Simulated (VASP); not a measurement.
# Al (Fm-3m) in VASP: density of states with PBE

Aim: the density of states of Al with PBE.

Everything below comes from runs of VASP 6.6.1. Logs are shortened: lines on timing, memory, paths and dates and some standing lists are left out, and cuts for length are marked.

**1. Starting point**

Symmetry: Fm-3m, No. 225, cubic system. Conventional cell: a = 4.041 Å, b = 4.041 Å, c = 4.041 Å, α = 90.00°, β = 90.00°, γ = 90.00°. Around Al (site symmetry m-3m) lie 12 Al at 2.86 Å.

**2. Density of states, PBE**

POSCAR reads:

```
Al                                      
1.0
    0.0000000000      2.0203171021      2.0203171021
    2.0203171021      0.0000000000      2.0203171021
    2.0203171021      2.0203171021      0.0000000000
  Al            
     1
Direct
     0.0000000000000000    0.0000000000000000    0.0000000000000000
```

INCAR.step1 reads:

```
SYSTEM = Al
ALGO = Fast
AMIX = 0.2
EDIFF = 1E-7
ENCUT = 520
GGA = PE
ISIF = 2
ISMEAR = 0
LASPH = .True.
LCHARG = .True.
LREAL = .False.
LWAVE = .False.
NBANDS = 8
NELM = 100
PREC = Accurate
SIGMA = 0.1
```

KPOINTS.step1 reads:

```
k-points
0
Gamma
  18 18 18
  0 0 0
```

INCAR.step2 reads:

```
SYSTEM = Al
ALGO = Fast
AMIX = 0.2
EDIFF = 1E-7
ENCUT = 520
GGA = PE
ICHARG = 11
ISIF = 2
ISMEAR = -5
LASPH = .True.
LCHARG = .False.
LORBIT = 10
LREAL = .False.
LWAVE = .False.
NBANDS = 8
NEDOS = 2001
NELM = 100
PREC = Accurate
SIGMA = 0.1
```

KPOINTS.step2 reads:

```
k-points
0
Gamma
  27 27 27
  0 0 0
```

Potentials or basis: VASP PAW PBE potentials, release 64 (Al).

Command:

```
> cat potpaw_PBE.64/Al/POTCAR > POTCAR
> cp INCAR.step1 INCAR
> cp KPOINTS.step1 KPOINTS
> mpirun -np 1 vasp_std > vasp.out
> cp INCAR.step2 INCAR
> cp KPOINTS.step2 KPOINTS
> mpirun -np 1 vasp_std > vasp.out
```

OUTCAR:

```text
SYSTEM = Al
   AMIX = 0.2
   EDIFF = 1E-7
   ENCUT = 520
   GGA = PE
   ICHARG = 11
   ISIF = 2
   ISMEAR = -5
   LASPH = .True.
   LORBIT = 10
   LREAL = .False.
   NELM = 100
   PREC = Accurate

 ion  position               nearest neighbor table
   1  0.000  0.000  0.000-

  LATTYP: Found a face centered cubic cell.
 ALAT       =     4.0406342042

  Lattice vectors:

 A1 = (   0.0000000000,   2.0203171021,   2.0203171021)
 A2 = (   2.0203171021,   0.0000000000,   2.0203171021)
 A3 = (   2.0203171021,   2.0203171021,   0.0000000000)

Analysis of symmetry for initial positions (statically):
=====================================================================
 Subroutine PRICEL returns:
 Original cell was already a primitive cell.

 Routine SETGRP: Setting up the symmetry group for a
 face centered cubic supercell.

 Subroutine GETGRP returns: Found 48 space group operations
 (whereof 48 operations were pure point group operations)
 out of a pool of 48 trial point group operations.

The static configuration has the point symmetry O_h .

Analysis of symmetry for dynamics (positions and initial velocities):
=====================================================================
 Subroutine PRICEL returns:
 Original cell was already a primitive cell.

 Routine SETGRP: Setting up the symmetry group for a
 face centered cubic supercell.

 Subroutine GETGRP returns: Found 48 space group operations
 (whereof 48 operations were pure point group operations)
 out of a pool of 48 trial point group operations.

The dynamic configuration has the point symmetry O_h .

 Subroutine INISYM returns: Found 48 space group operations
 (whereof 48 operations are pure point group operations),
 and found     1 'primitive' translations

----------------------------------------------------------------------------------------

                                     Primitive cell

  volume of cell :      16.4926

  direct lattice vectors                    reciprocal lattice vectors
     0.000000000  2.020317102  2.020317102    -0.247485902  0.247485902  0.247485902
     2.020317102  0.000000000  2.020317102     0.247485902 -0.247485902  0.247485902
     2.020317102  2.020317102  0.000000000     0.247485902  0.247485902 -0.247485902

  length of vectors
     2.857159846  2.857159846  2.857159846     0.428658156  0.428658156  0.428658156

  position of ions in fractional coordinates (direct lattice)
     0.000000000  0.000000000  0.000000000

  ion indices of the primitive-cell ions
   primitive index   ion index
                 1           1

----------------------------------------------------------------------------------------

 KPOINTS: k-points

Automatic generation of k-mesh.
 Grid dimensions read from file:
 generate k-points for:   27   27   27

 Generating k-lattice:

  Cartesian coordinates                     Fractional coordinates (reciprocal lattice)
    -0.009166145  0.009166145  0.009166145     0.037037037  0.000000000  0.000000000
     0.009166145 -0.009166145  0.009166145     0.000000000  0.037037037  0.000000000
     0.009166145  0.009166145 -0.009166145     0.000000000  0.000000000  0.037037037

  Length of vectors
     0.015876228  0.015876228  0.015876228

  Shift w.r.t. Gamma in fractional coordinates (k-lattice)
     0.000000000  0.000000000  0.000000000

 TETIRR: Found   2653 inequivalent tetrahedra from   118098

 Subroutine IBZKPT returns following result:
 ===========================================

 Found    560 irreducible k-points:

 Following reciprocal coordinates:
            Coordinates               Weight
  0.000000  0.000000  0.000000      1.000000
  0.037037  0.000000  0.000000      8.000000
  0.074074  0.000000  0.000000      8.000000
  0.111111  0.000000  0.000000      8.000000
  0.148148  0.000000  0.000000      8.000000
  0.185185  0.000000  0.000000      8.000000
[... 16 lines left out ...]
  0.333333  0.037037  0.000000     24.000000
  0.370370  0.037037  0.000000     24.000000
 [... further k-points ...]
   k-points           NKPTS =    560   k-points in BZ     NKDIM =    560   number of bands    NBANDS=      8
   number of dos      NEDOS =   2001   number of ions     NIONS =      1
   total plane-waves  NPLWV =  13824
   dimension x,y,z NGX =    24 NGY =   24 NGZ =   24
   dimension x,y,z NGXF=    48 NGYF=   48 NGZF=   48
   ions per type =               1
   NGX,Y,Z   is equivalent  to a cutoff of  13.96, 13.96, 13.96 a.u.
   NGXF,Y,Z  is equivalent  to a cutoff of  27.93, 27.93, 27.93 a.u.
 SYSTEM =  Al
   PREC   = accura    normal or accurate (medium, high low for compatibility)
   ISTART =      0    job   : 0-new  1-cont  2-samecut
   ICHARG =     11    charge: 1-file 2-atom 10-const
   ISPIN  =      1    spin polarized calculation?
   LNONCOLLINEAR =      F non collinear calculations
   LSORBIT =      F    spin-orbit coupling
   LASPH  =      T    aspherical Exc in radial PAW
   ENCUT  =  520.0 eV  38.22 Ry    6.18 a.u.   5.31  5.31  5.31*2*pi/ulx,y,z
   NELM   =    100;   NELMIN=  2; NELMDL=  0     # of ELM steps
   EDIFF  = 0.1E-06   stopping-criterion for ELM
   LREAL  =      F    real-space projection
   EDIFFG = 0.1E-05   stopping-criterion for IOM
   NSW    =      0    number of steps for IOM
   IBRION =     -1    ionic relax: 0-MD 1-quasi-New 2-CG
   NFREE  =      0    steps in history (QN), initial steepest desc. (CG)
   ISIF   =      2    stress and relaxation
   ISYM   =      2    0-nonsym 1-usesym 2-fastsym
   POTIM  = 0.5000    time-step for ionic-motion
   TEBEG  =    0.0;   TEEND  =   0.0 temperature during run
   PSTRESS=    0.0 pullay stress
   NELECT =       3.0000    total number of electrons
   NUPDOWN=      -1.0000    fix difference up-down
   EMIN   =  10.00;   EMAX   =-10.00  energy-range for DOS
   EFERMI =   0.00;   METHOD = LEGACY
   ISMEAR =    -5;   SIGMA  =   0.10  broadening in eV -4-tet -1-fermi 0-gaus
   EFERMI_NEDOS =   21; number of points for ismear=-14 and -15
   IALGO  =     68    algorithm
   IMIX   =      4    mixing-type and parameters
     AMIX     =   0.20;   BMIX     =  1.00
     AMIX_MAG =   0.80;   BMIX_MAG =  1.00
  volume/ion in A,a.u.               =      16.49       111.30
  Fermi-wavevector in a.u.,A,eV,Ry     =   0.927582  1.752876 11.706570  0.860409
  Thomas-Fermi vector in A             =   2.053667
   LORBIT       =     10    0 simple, 1 ext, 2 COOP (PROOUT), +10 PAW based schemes
   GGA     = PE    functional components
   LHFCALC =     F    Hartree Fock is set to
   AEXX    =    0.0000 exact exchange contribution
   IVDW    =     0    specifies the selected vdW correction
   LEPSILON=     F    determine dielectric tensor
   LRPA    =     F    only Hartree local field effects (RPA)
 non-spin polarized calculation
 RMM-DIIS sequential band-by-band and
 Fermi weights with tetrahedron method with Bloechl corrections
  energy-cutoff  :      520.00
  volume of cell :       16.49
 maximum number of plane-waves:       459
 NGX is ok and might be reduce to    24

 number of electron       3.0000000 magnetization

 Free energy of the ion-electron system (eV)
  ---------------------------------------------------
  ext. energy  EPLUGINS =         0.00000000
  ---------------------------------------------------
  free energy    TOTEN  =        -3.74640311 eV

  energy without entropy =       -3.74640311  energy(sigma->0) =       -3.74640311

 E-fermi :   8.0255     XC(G=0): -10.1981

 val. band max:        8.0104826718   @ k =  -0.4444   0.3333   0.1111
 cond. band min:       7.9546227245   @ k =  -0.2963   0.4815   0.1852
 fundamental gap:     -0.0558599473
 Fermi energy:         8.0254715987

 k-point     1 :       0.0000    0.0000    0.0000
  band No.  band energies     occupation
      1      -3.1326      2.00000
      2      20.6266      0.00000
      3      20.6266      0.00000
      4      20.6266      0.00000
      5      22.1220      0.00000
      6      22.1220      0.00000
      7      22.1220      0.00000
      8      24.4740      0.00000

 k-point     2 :       0.0370    0.0000    0.0000
  band No.  band energies     occupation
      1      -3.0953      2.00000
      2      19.7924      0.00000
      3      20.4688      0.00000
      4      20.4688      0.00000
      5      22.3383      0.00000
      6      22.3383      0.00000
      7      22.5286      0.00000
      8      24.8747      0.00000

 k-point     3 :       0.0741    0.0000    0.0000
  band No.  band energies     occupation
      1      -2.9834      2.00000
      2      18.3823      0.00000
      3      20.1449      0.00000
      4      20.1449      0.00000
      5      22.7708      0.00000
      6      22.8336      0.00000
      7      22.8336      0.00000
      8      25.9658      0.00000

 k-point     4 :       0.1111    0.0000    0.0000
  band No.  band energies     occupation
      1      -2.7972      2.00000
      2      16.8861      0.00000
      3      19.8035      0.00000
      4      19.8035      0.00000
      5      22.7591      0.00000
      6      23.4377      0.00000
      7      23.4377      0.00000
      8      25.9267      0.00000

 k-point     5 :       0.1481    0.0000    0.0000
  band No.  band energies     occupation
      1      -2.5368      2.00000
      2      15.3883      0.00000
      3      19.4946      0.00000
      4      19.4946      0.00000
      5      22.6576      0.00000
      6      23.9759      0.00000
      7      23.9759      0.00000
      8      25.3414      0.00000
[... 177 lines left out ...]
 k-point    22 :       0.2963    0.0370    0.0000
  band No.  band energies     occupation
      1      -0.9234      2.00000
      2      10.2400      0.00000
      3      18.0843      0.00000
      4      19.1893      0.00000
      5      21.1735      0.00000
      6      22.7715      0.00000
      7      22.9498      0.00000
      8      26.2726      0.00000

 k-point    23 :       0.3333    0.0370    0.0000
  band No.  band energies     occupation
      1      -0.3245      2.00000
      2       8.9482     -0.07055
      3      18.0382      0.00000
      4      19.1501      0.00000
      5      20.5559      0.00000
      6      22.3498      0.00000
      7      22.7730      0.00000
      8      25.7928      0.00000

 k-point    24 :       0.3704    0.0370    0.0000
  band No.  band energies     occupation
      1       0.3447      2.00000
      2       7.7141      1.63106
      3      18.0545      0.00000
      4      19.1722      0.00000
      5      19.9945      0.00000
      6      21.8013      0.00000
      7      22.8323      0.00000
      8      25.2354      0.00000

 [... further k-points ...]

------------------------ aborting loop because EDIFF is reached ----------------------------------------

  FORCE on cell =-STRESS in cart. coord.  units (eV):
  Direction    XX          YY          ZZ          XY          YZ          ZX
  --------------------------------------------------------------------------------------
  -------------------------------------------------------------------------------------
  Total       -0.0206282     -0.0206282     -0.0206282     -0.0000000     -0.0000000     -0.0000000
  in kB       -2.0039346     -2.0039346     -2.0039346     -0.0000000     -0.0000000     -0.0000000
  external PRESSURE =      -2.0039346 kB  Pullay stress =       0.0000000 kB

 VOLUME and BASIS-vectors are now :
 -----------------------------------------------------------------------------
  energy-cutoff  :      520.00
  volume of cell :       16.49
      direct lattice vectors                 reciprocal lattice vectors
     0.000000000  2.020317102  2.020317102    -0.247485902  0.247485902  0.247485902
     2.020317102  0.000000000  2.020317102     0.247485902 -0.247485902  0.247485902
     2.020317102  2.020317102  0.000000000     0.247485902  0.247485902 -0.247485902

 POSITION                                       TOTAL-FORCE (eV/Angst)
 -----------------------------------------------------------------------------------
      0.00000      0.00000      0.00000         0.000000      0.000000     -0.000000
 -----------------------------------------------------------------------------------
    total drift:                                0.000000     -0.000000     -0.000000

  FREE ENERGIE OF THE ION-ELECTRON SYSTEM (eV)
  ---------------------------------------------------
  free  energy   TOTEN  =        -3.7464031072 eV

  energy  without entropy=       -3.7464031072  energy(sigma->0) =       -3.74640311

 total charge

# of ion       s       p       d       tot
------------------------------------------
    1        0.427   0.340   0.000   0.767
```

It took 32 s on 1 thread of AMD EPYC 9R45 (Zen 5), shared host; peak memory 0.15 GiB.

What came out:

| Item | Value |
| --- | --- |
| Valence electrons inside the program's atomic spheres | Al 0.77 |

Levels at points of the mesh, in eV from the Fermi level:
```csv
k point,band 1,band 2,band 3,band 4,band 5,band 6
"(0.00, 0.00, 0.00)",-11.16,12.60,12.60,12.60,14.10,14.10
```

States per cell in windows of 1 eV (zero at the Fermi level; states under -8 eV left out):
```csv
from (eV),total,Al1_p,Al1_s,Al1_d
-8.0,0.23,0.02,0.05,0.00
-7.0,0.26,0.02,0.05,0.00
-6.0,0.29,0.03,0.05,0.00
-5.0,0.32,0.04,0.04,0.00
-4.0,0.35,0.05,0.04,0.00
-3.0,0.38,0.06,0.04,0.00
-2.0,0.36,0.05,0.03,0.00
-1.0,0.39,0.06,0.04,0.00
0.0,0.42,0.06,0.04,0.00
1.0,0.43,0.06,0.04,0.00
2.0,0.46,0.07,0.05,0.00
3.0,0.46,0.07,0.04,0.00
4.0,0.51,0.09,0.04,0.00
5.0,0.58,0.12,0.04,0.00
6.0,0.55,0.12,0.03,0.00
7.0,0.53,0.11,0.02,0.00
```

Caveat: tetrahedron occupations give inexact forces and stress in metals.
